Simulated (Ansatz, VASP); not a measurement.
AlN: VASP beside Ansatz

The input INCAR:

```
PREC     = Accurate       # precision mode
ENCUT    = 520            # plane-wave cutoff, eV
EDIFF    = 1E-7           # SCF threshold, eV
ISMEAR   = -1             # smearing method
SIGMA    = 0.05           # smearing width, eV
LREAL    = F              # projectors in reciprocal space
LASPH    = T              # aspherical terms in the spheres
NELM     = 60             # most SCF steps
ALGO     = Normal         # electronic algorithm
ISIF     = 2              # what is computed and relaxed
LWAVE    = F              # write WAVECAR
LCHARG   = F              # write CHGCAR
GGA      = PE             # functional
NBANDS   = 11             # bands
```

The input KPOINTS:

```
Automatic mesh
0
Gamma
  10 10 10
```

Contents of POSCAR:

```
AlN
1.0
    0.0000000000      2.1839935596      2.1839935596
    2.1839935596      0.0000000000      2.1839935596
    2.1839935596      2.1839935596      0.0000000000
Al N
1 1
Direct
    0.0000000000      0.0000000000      0.0000000000
    0.2500000000      0.2500000000      0.2500000000
```

File input.yaml:

```yaml
crystal:
  lattice:
    - [0.0, 2.1839935596, 2.1839935596]
    - [2.1839935596, 0.0, 2.1839935596]
    - [2.1839935596, 2.1839935596, 0.0]
  atoms:
    - { symbol: Al, position: [0.0, 0.0, 0.0] }
    - { symbol: "N", position: [0.25, 0.25, 0.25] }
hamiltonian:
  xc: pbe
  pseudopotentials: { kind: paw }
kpoints:
  mp_grid: { grid: [10, 10, 10] }
scf:
  occupations: { method: fermi_dirac, width: 0.05 }
output:
  forces: true
  stress: true
  eigenvalues: true
```

Measurements of this composition are mostly on another form, of space group No. 186.

Alike in both runs: task single point; functional PBE; k mesh 10 × 10 × 10; occupations fermi-dirac, width 0.05 eV; no spin polarisation.

|  | VASP | Ansatz |
| --- | --- | --- |
| version | VASP 6.6.1 | Ansatz 0.2.0 |
| potentials or method | VASP PAW PBE potentials, release 64 (Al, N) | Ansatz PAW |
| plane-wave cutoff (eV) | 520 | 420 |
| valence electrons in the cell | 8 | 8 |

VASP gave:

- gap on the k mesh at the Fermi level (eV): 3.32
- least direct gap on the mesh (eV): 4.20
- pressure (GPa): 4.6

Problem. Which values does Ansatz return?

Solution. gap on the k mesh at the Fermi level (eV): 3.33; least direct gap on the mesh (eV): 4.19; pressure (GPa): 4.9.

The functional is the same, so the differences come from potentials, cutoffs and numerics.

Caveats: the pressure holds a Pulay correction of +0.5 GPa for the finite cutoff (Ansatz). A k mesh can miss the band edges.
